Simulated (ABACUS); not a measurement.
# TePb (Fm-3m) in ABACUS: a series of runs

Aim: see how the results for TePb move with the level of theory and the settings. Levels: PBEsol, WC, TPSS. Tasks: single point, relaxation of cell and atoms.

All numbers are computed with ABACUS 3.10.1; they aren't measurements. Logs are shortened: lines on timing, memory, paths and dates and some standing lists are left out, and cuts for length are marked.

**Experimental background.**

From a printed reference work, monograph, for a bulk crystal of TePb at 4.2 K: band gap 0.19 eV (direct).

How close the calculation comes is told below.

## (1) Starting point

Symmetry: Fm-3m, No. 225, cubic system. The conventional cell has a = 6.462 Å, b = 6.462 Å, c = 6.462 Å, α = 90.00°, β = 90.00°, γ = 90.00°. Around Pb (site symmetry m-3m) lie 6 Te at 3.23 Å. Te (site symmetry m-3m) is surrounded by 6 Pb at 3.23 Å.

## (2) Single point, PBEsol

Input file run_abacus.py:

```python
"""ABACUS run from a structure file: ASE reads it, the script writes STRU, KPT and INPUT."""
import re
import subprocess
from ase.io import read
from ase.units import Bohr

atoms = read("TePb.cif")
atoms = atoms[(-atoms.numbers).argsort(kind="stable")]  # ABACUS lists atoms element by element
pseudo = {'Pb': 'pb_pbesol_v1.uspp.F.UPF', 'Te': 'te_pbesol_v1.uspp.F.UPF'}
orbital = {}
magmoms = None
kmesh = [6, 6, 6]
params = {
    'suffix': 'TePb',
    'calculation': 'scf',
    'basis_type': 'pw',
    'pseudo_dir': './',
    'symmetry': 1,
    'dft_functional': 'pbesol',
    'ecutwfc': 40,
    'pseudo_rcut': 10,
    'nspin': 1,
    'nbands': 20,
    'ks_solver': 'dav',
    'smearing_method': 'fd',
    'smearing_sigma': 0.00367493,
    'scf_thr': 1e-08,
    'scf_nmax': 100,
    'mixing_type': 'broyden',
    'mixing_beta': 0.7,
    'cal_force': 1,
    'cal_stress': 1,
    'ecutrho': 320,
    'out_chg': 1,
    'kpar': 4,
}

symbols = atoms.get_chemical_symbols()
elements = list(dict.fromkeys(symbols))
lines = ["ATOMIC_SPECIES"] + [f"{e} {atoms.get_masses()[symbols.index(e)]:.4f} {pseudo[e]}" for e in elements]
if orbital:
    lines += ["", "NUMERICAL_ORBITAL"] + [orbital[e] for e in elements]
lines += ["", "LATTICE_CONSTANT", f"{1 / Bohr:.10f}", "", "LATTICE_VECTORS"]
lines += [" ".join(f"{x:.10f}" for x in v) for v in atoms.cell]
lines += ["", "ATOMIC_POSITIONS", "Direct"]
for e in elements:
    lines += ["", e, "0.0", str(symbols.count(e))]
    for i, p in enumerate(atoms.get_scaled_positions(wrap=False)):
        if symbols[i] == e:
            mag = "" if magmoms is None else " mag " + " ".join(str(x) for x in (magmoms[i] if isinstance(magmoms[i], list) else [magmoms[i]]))
            lines.append(" ".join(f"{x:.10f}" for x in p) + " 1 1 1" + mag)
open("STRU", "w").write("\n".join(lines) + "\n")
open("KPT", "w").write("K_POINTS\n0\nGamma\n%d %d %d 0 0 0\n" % tuple(kmesh))
open("INPUT", "w").write("INPUT_PARAMETERS\n" + "".join(f"{k:<20s}{v}\n" for k, v in params.items()))

done = subprocess.run(['mpirun', '-np', '4', 'abacus'])
if done.returncode:
    raise SystemExit(done.returncode)
log = open("OUT.TePb/running_scf.log").read()
print("final energy (eV):", re.findall(r"FINAL_ETOT_IS (\S+)", log))
```

Input file TePb.cif:

```cif
data_TePb
_cell_length_a 4.56932402
_cell_length_b 4.56932402
_cell_length_c 4.56932402
_cell_angle_alpha 60.00000000
_cell_angle_beta 60.00000000
_cell_angle_gamma 60.00000000
_space_group_name_H-M_alt 'P1'
_space_group_name_Hall 'P 1'
_space_group_IT_number 1
loop_
_space_group_symop_operation_xyz
'x,y,z'
loop_
_atom_site_label
_atom_site_type_symbol
_atom_site_symmetry_multiplicity
_atom_site_Wyckoff_symbol
_atom_site_fract_x
_atom_site_fract_y
_atom_site_fract_z
_atom_site_occupancy
Pb1 Pb 1 a 0.0000000000 0.0000000000 0.0000000000 1
Te1 Te 1 a 0.5000000000 0.5000000000 0.5000000000 1
```

Potentials or basis: GBRV ultrasoft 1.5 PBEsol, plane waves.

The run is started by

```
OMP_NUM_THREADS=1 python run_abacus.py > log
```

running log:

```text
ABACUS v3.10.1

               Atomic-orbital Based Ab-initio Computation at UStc

 ------------------------------------------------------------------------------------

 READING GENERAL INFORMATION
                           global_out_dir = OUT.TePb/
                           global_in_card = INPUT
                               pseudo_dir = ./
                              orbital_dir =
                                    DSIZE = 4
                                    GSIZE = 1

 READING UNITCELL INFORMATION
                                    ntype = 2
                  lattice constant (Bohr) = 1.88973
              lattice constant (Angstrom) = 1

 READING ATOM TYPE 1
                               atom label = Pb
                      L=0, number of zeta = 1
                      L=1, number of zeta = 1
                      L=2, number of zeta = 1
             number of atom for this type = 1

 READING ATOM TYPE 2
                               atom label = Te
                      L=0, number of zeta = 1
                      L=1, number of zeta = 1
                      L=2, number of zeta = 1
             number of atom for this type = 1

                        TOTAL ATOM NUMBER = 2
DIRECT COORDINATES
    atom                   x                   y                   z     mag                  vx                  vy                  vz
taud_Pb1            0.0000000000        0.0000000000        0.0000000000  0.0000        0.0000000000        0.0000000000        0.0000000000
taud_Te1            0.5000000000        0.5000000000        0.5000000000  0.0000        0.0000000000        0.0000000000        0.0000000000

                          Volume (Bohr^3) = 455.237
                             Volume (A^3) = 67.4591

 Lattice vectors: (Cartesian coordinate: in unit of a_0)
             +4.56932                  +0                  +0
             +2.28466            +3.95715                  +0
             +2.28466            +1.31905            +3.73084
 Reciprocal vectors: (Cartesian coordinate: in unit of 2 pi/a_0)
            +0.218851           -0.126354          -0.0893454
                   -0           +0.252707          -0.0893454
                   +0                  -0           +0.268036
 The esolver type has been set to : ksdft_pw

                PAO radial cut off (Bohr) = 10

 Read in pseudopotential file is pb_pbesol_v1.uspp.F.UPF
                     pseudopotential type = US
          exchange-correlation functional = PBEsol
                 nonlocal core correction = 1
                        valence electrons = 14
                                     lmax = 2
                           number of zeta = 3
                     number of projectors = 6
                           L of projector = 0
                           L of projector = 0
                           L of projector = 1
                           L of projector = 1
                           L of projector = 2
                           L of projector = 2
 XC functional updated to : pbesol
          exchange-correlation functional = PBESOL
                PAO radial cut off (Bohr) = 10

 Read in pseudopotential file is te_pbesol_v1.uspp.F.UPF
                     pseudopotential type = US
          exchange-correlation functional = PBEsol
                 nonlocal core correction = 1
                        valence electrons = 6
                                     lmax = 2
                           number of zeta = 2
                     number of projectors = 5
                           L of projector = 0
                           L of projector = 0
                           L of projector = 1
                           L of projector = 1
                           L of projector = 2
 XC functional updated to : pbesol
          exchange-correlation functional = PBESOL
     initial pseudo atomic orbital number = 13

 SETUP THE ELECTRONS NUMBER
            electron number of element Pb = 14
      total electron number of element Pb = 14
            electron number of element Te = 6
      total electron number of element Te = 6
            AUTOSET number of electrons:  = 20
                           occupied bands = 10
                                   NBANDS = 20
                                   NLOCAL = 18

%%%%%%%%%%%%%%%%%%%%%%%%%%%%%%%%%%%%%%%%%%%%%%%%%%%%%%%%%%%%%%%%%%%%%%%%%%%%%%%%%%%%%%%%%%%%%%%%%%%%%%%%%%
 Warning: the number of valence electrons in pseudopotential > 4 for Pb: [Xe] 4f14 5d10 6s2 6p2
 Pseudopotentials with additional electrons can yield (more) accurate outcomes, but may be less efficient.
 If you're confident that your chosen pseudopotential is appropriate, you can safely ignore this warning.
%%%%%%%%%%%%%%%%%%%%%%%%%%%%%%%%%%%%%%%%%%%%%%%%%%%%%%%%%%%%%%%%%%%%%%%%%%%%%%%%%%%%%%%%%%%%%%%%%%%%%%%%%%

 SETUP THE PLANE WAVE BASIS
 energy cutoff for charge/potential (unit:Ry) = 160
            fft grid for charge/potential = [ 36, 36, 36 ]
                        fft grid division = [ 1, 1, 1 ]
        big fft grid for charge/potential = [ 50, 50, 50 ]
                                     nbxx = 125000
[... 65 lines left out ...]
                              POINT GROUP = O_h
               POINT GROUP IN SPACE GROUP = O_h

 SETUP K-POINTS
                                    nspin = 1
                   Input type of k points = Monkhorst-Pack(Gamma)
                                   nkstot = 216
                       right hand lattice = 1
(for reciprocal lattice: )
                             BRAVAIS TYPE = 2
                     BRAVAIS LATTICE NAME = 02. Cubic I (body-centered)
                                    ibrav = 2
                       right hand lattice = 1
(for k-lattice: )
                             BRAVAIS TYPE = 2
                     BRAVAIS LATTICE NAME = 02. Cubic I (body-centered)
                                    ibrav = 2
                       right hand lattice = 1
                        ROTATION MATRICES = 48
                               nkstot_ibz = 16
K-POINTS REDUCTION ACCORDING TO SYMMETRY
     IBZ    DIRECT_X    DIRECT_Y    DIRECT_Z  WEIGHT  ibz2bz
       1  0.00000000  0.00000000  0.00000000  0.0046       0
       2  0.16666667  0.16666667  0.16666667  0.0370       1
       3  0.33333333  0.33333333  0.33333333  0.0370       2
       4  0.50000000  0.50000000  0.50000000  0.0185       3
       5  0.16666667  0.16666667  0.00000000  0.0278       7
       6  0.33333333  0.33333333  0.16666667  0.1111       8
[... 8 lines left out ...]
      15  0.50000000  0.33333333 -0.33333333  0.1111      52
      16  0.50000000  0.33333333 -0.16666667  0.0556      58

                               nkstot now = 16
[... K-POINTS DIRECT COORDINATES: 16 rows ...]

           k-point number in this process = 4
       minimum distributed K point number = 4
[... stars of the k points ...]

[... K-POINTS CARTESIAN COORDINATES: 4 rows ...]

[... K-POINTS DIRECT COORDINATES: 4 rows ...]

 SETUP PLANE WAVES FOR WAVE FUNCTIONS
     energy cutoff for wavefunc (unit:Ry) = 40
              fft grid for wave functions = [ 36, 36, 36 ]
                    number of plane waves = 2421
                         number of sticks = 241

 PARALLEL PW FOR WAVE FUNCTIONS
     PROC   COLUMNS(POT)             PW
        1            241           2421
 --------------- sum -------------------
        1            241           2421

 SETUP NONLOCAL PSEUDOPOTENTIALS IN PLANE WAVE BASIS
 Pb non-local projectors:
 projector 1 L=0
 projector 2 L=0
 projector 3 L=1
 projector 4 L=1
 projector 5 L=2
 projector 6 L=2
 Te non-local projectors:
 projector 1 L=0
 projector 2 L=0
 projector 3 L=1
 projector 4 L=1
 projector 5 L=2
      TOTAL NUMBER OF NONLOCAL PROJECTORS = 31

 Init Non-Local PseudoPotential table :
 Init Non-Local-Pseudopotential done.

                                     npwx = 1946

 Make real space PAO into reciprocal space.
       max mesh points in Pseudopotential = 789
     dq(describe PAO in reciprocal space) = 0.01
                                    max q = 763

 number of pseudo atomic orbitals for Pb is 3
WARNING: norm of atomic wavefunction # 3 of atomic type Pb is 0.999472, renormalized

 number of pseudo atomic orbitals for Te is 2
WARNING: norm of atomic wavefunction # 2 of atomic type Te is 0.999975, renormalized

 -------------------------------------------
 SELF-CONSISTENT
 -------------------------------------------
                                 init_chg = atomic

 PW ALGORITHM --------------- ION=   1  ELEC=   1--------------------------------

 Notice: Threshold on eigenvalues was too large.
 hsover_error=0.2 > DRHO=0.0297466
 Origin diag ethr = 0.01
 New diag ethr = 0.000148733

 Density error is 0.0296277319385
                          Error Threshold = 0.000148733112883
----------------------------------------------------------
     Energy           Rydberg                 eV
----------------------------------------------------------
 E_KohnSham     -190.3705070519      -2590.1236270549
 E_Harris       -191.2568034899      -2602.1823087293
 E_Fermi        0.5567702662         7.5752480976
----------------------------------------------------------
[... 51 lines left out ...]
 Density error is 2.44754402449e-09
                          Error Threshold = 5.16654066948e-10
----------------------------------------------------------
     Energy           Rydberg                 eV
----------------------------------------------------------
 E_KohnSham     -190.3782692997      -2590.2292378542
 E_KS(sigma->0) -190.3782675471      -2590.2292140084
 E_Harris       -190.3782480025      -2590.2289480911
 E_band         -5.0904908184        -69.2596807468
 E_one_elec     -45.9999241755       -625.8610763554
 E_Hartree      35.1106726486        477.7052086331
 E_xc           -77.3908042413       -1052.9559104844
 E_Ewald        -102.0982100261      -1389.1174119560
 E_entropy(-TS) -0.0000035053        -0.0000476916
 E_descf        0.0000000000         0.0000000000
 E_exx          0.0000000000         0.0000000000
 E_Fermi        0.5607164668         7.6289389106
----------------------------------------------------------

 charge density convergence is achieved
 final etot is -2590.2292379 eV
 EFERMI = 7.6289389106 eV

 STATE ENERGY(eV) AND OCCUPATIONS    NSPIN == 1
 1/4 kpoint (Cartesian) = 0.0000 0.0000 0.0000 (1917 pws)
       1       -9.35086     0.00925926
       2       -9.35086     0.00925926
       3       -9.34007     0.00925926
       4       -9.34007     0.00925926
       5       -9.34007     0.00925926
       6       -4.73761     0.00925926
[... 78 lines left out ...]
      19        18.0989        0.00000
      20        18.0989        0.00000

------------------------------------------------------------------------------------------
 TOTAL-FORCE (eV/Angstrom)
------------------------------------------------------------------------------------------
                       Pb1         0.0000000000         0.0000000000         0.0000000000
                       Te1         0.0000000000         0.0000000000         0.0000000000
------------------------------------------------------------------------------------------

----------------------------------------------------------------
 TOTAL-STRESS (KBAR)
----------------------------------------------------------------
        -5.2204189617        -0.0000000000        -0.0000000000
        -0.0000000000        -5.2204189618         0.0000000000
        -0.0000000000         0.0000000000        -5.2204189616
----------------------------------------------------------------
 TOTAL-PRESSURE: -5.220419 KBAR

 --------------------------------------------
 !FINAL_ETOT_IS -2590.2292378542033475 eV
 --------------------------------------------
```

It took 13 s on 4 MPI ranks of Intel Xeon 6975P-C (Granite Rapids), shared host; peak memory 0.88 GiB.

Results:

| Quantity | Value |
| --- | --- |
| Free energy | -2590.2292 eV |
| Pressure | -0.5 GPa |
| Band gap on the k mesh | 0.64 eV, direct |

Caveat: spin-orbit coupling is left out, which as a rule narrows the gap of such compounds by several tenths of an eV.

## (3) Single point, WC

Input file INPUT:

```
INPUT_PARAMETERS
suffix              TePb
calculation         scf
basis_type          pw
pseudo_dir          ./
latname             fcc
symmetry            1
dft_functional      wc
ecutwfc             83
pseudo_rcut         10
nspin               1
nbands              25
ks_solver           dav
smearing_method     fd
smearing_sigma      0.00367493
scf_thr             1e-08
scf_nmax            100
mixing_type         broyden
mixing_beta         0.7
cal_force           1
cal_stress          1
out_chg             1
kpar                4
```

Input file STRU:

```
ATOMIC_SPECIES
Pb 207.2000 Pb_ONCV_PBE-1.2.upf
Te 127.6000 Te_ONCV_PBE-1.2.upf

LATTICE_CONSTANT
12.2114102173

ATOMIC_POSITIONS
Direct

Pb
0.0
1
0.0000000000 0.0000000000 0.0000000000 1 1 1

Te
0.0
1
0.5000000000 0.5000000000 0.5000000000 1 1 1
```

Input file KPT:

```
K_POINTS
0
Gamma
6 6 6 0 0 0
```

Potentials or basis: SG15 ONCV 1.2 PBE, plane waves.

The run is started by

```
OMP_NUM_THREADS=1 mpirun -np 4 abacus > log
```

It took 17 s on 4 MPI ranks of Intel Xeon Platinum 8259CL at 2.50GHz (Skylake/Cascade Lake), shared host; peak memory 0.56 GiB.

The run converged. Its results:

```
Free energy            : -3911.8451 eV
Pressure               : -0.3 GPa
Band gap on the k mesh : 0.65 eV, direct
```

Levels at points of the mesh, in eV from the valence-band top:
```tsv
k point	band 11	band 12	band 13	band 14	band 15	band 16	band 17	band 18	band 19	band 20
(0.00, 0.00, 0.00)	-12.04	-5.59	-1.36	-1.36	-1.36	4.06	4.06	4.06	5.76	5.76
(0.50, 0.50, 0.50)	-10.61	-8.58	-0.90	-0.90	0.00	0.65	1.23	1.23	8.29	9.22
(0.50, 0.50, 0.00)	-10.35	-7.28	-4.54	-2.83	-2.83	3.19	5.45	5.45	6.65	10.27
```

Caveat: the potentials were made for another functional, which shifts forces and pressure; spin-orbit coupling is left out, which as a rule narrows the gap of such compounds by several tenths of an eV.

[end of part 1 of 2]
